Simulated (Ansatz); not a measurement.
## Elastic constants of ScAl₃: input and output

The calculation used DFT PBE, scalar-relativistic, plane waves, PAW (Ansatz 0.2.0).

Launched with:
```bash
ansatz run input.yaml --threads 1 --pin off --max-ram 3072MiB --backend cpu --events-out ev --progress --plain --runs-dir out
```

Input (bare energies are in eV):
```yaml
crystal:
  lattice:
    - [4.1081511404, 0.0, 0.0]
    - [0.0, 4.1081511404, 0.0]
    - [0.0, 0.0, 4.1081511404]
  atoms:
    - { symbol: Sc, position: [0.0, 0.0, 0.0] }
    - { symbol: Al, position: [0.5, 0.0, 0.5] }
    - { symbol: Al, position: [0.0, 0.5, 0.5] }
    - { symbol: Al, position: [0.5, 0.5, 0.0] }
basis:
  ecutwfc: 420
kpoints:
  mp_grid: { grid: [10, 10, 10] }
hamiltonian:
  xc: pbe
scf:
  occupations: { method: fermi_dirac, width: 0.15 }
output:
  forces: true
  stress: true
  eigenvalues: true
elastic:
  mode: relaxed_ion
  amplitude: 0.005
  stencil: two_point
```

From the output:
```
--- Elastic constants: 2 strain directions × 2 members + reference (group order 48) ---
  dense FFT box of the reference and of every strained cell: 30×30×30
  strains applied: 11, 23; error gains: componentwise 1.00 (the most a stress slope's error grows in a printed constant), spectral 1.73 (1 for all six strains in a standard setting)
  C = ∂σ_k/∂η_j (tension-positive GPa; Voigt order 11 22 33 23 13 12):
       174.262     41.440     41.440     -0.000     -0.000     -0.000
        41.440    174.262     41.440     -0.000     -0.000     -0.000
        41.440     41.440    174.262     -0.000     -0.000     -0.000
        -0.000     -0.000     -0.000     68.390      0.000      0.000
         0.000      0.000     -0.000      0.000     68.390      0.000
        -0.000      0.000     -0.000      0.000      0.000     68.390
  reference stress σ⁰ (GPa):     -0.000     -0.000     -0.000     -0.000     -0.000     -0.000
  C* (energy form; C + prestress term) asymmetry max|C*_kj − C*_jk| = 2.132e-14 GPa — a small one proves nothing (zero by symmetry where the batch's group is 432, −43m or m−3m); a large one is finite-difference/SCF noise where every solve ...
  moduli (Voigt/Reuss/Hill, GPa): K = 85.71/85.71/85.71   G = 67.60/67.58/67.59   E = 160.57   ν = 0.188
  mechanically stable: yes (min eigenvalue of sym C = 68.39 GPa)
  strain η (Voigt 11):  stress-route row diagonal C_11 = 174.26 GPa, energy-path curvature d²(F+E_count+ΔE)/dδ²/Ω₀ = 174.24 GPa
         δ    σ_11 (GPa) F (eV) n_scf n_hpsi n_pw
    -5.000e-3      -0.8844       -3750.1828086       8   37483   1368   relax 0 steps, max|allowed force component| 1.77e-30 eV/Å
     5.000e-3       0.8582       -3750.1828272       8   35020   1381   relax 0 steps, max|allowed force component| 4.44e-31 eV/Å
  strain η (Voigt 23):  stress-route row diagonal C_44 = 68.39 GPa, energy-path curvature d²(F+E_count+ΔE)/dδ²/Ω₀ = 68.39 GPa
         δ    σ_23 (GPa) F (eV) n_scf n_hpsi n_pw
    -5.000e-3      -0.3419       -3750.1833925       8   54078   1376   relax 0 steps, max|allowed force component| 2.96e-31 eV/Å
     5.000e-3       0.3419       -3750.1833925       8   51624   1376   relax 0 steps, max|allowed force component| 1.11e-31 eV/Å
```

The run took 55 s on 1 thread of AMD EPYC (Zen 3), on a shared host, peak memory 0.51 GiB.

In a metal, frequencies and elastic constants depend on the k mesh and the smearing, soft modes and shear constants most.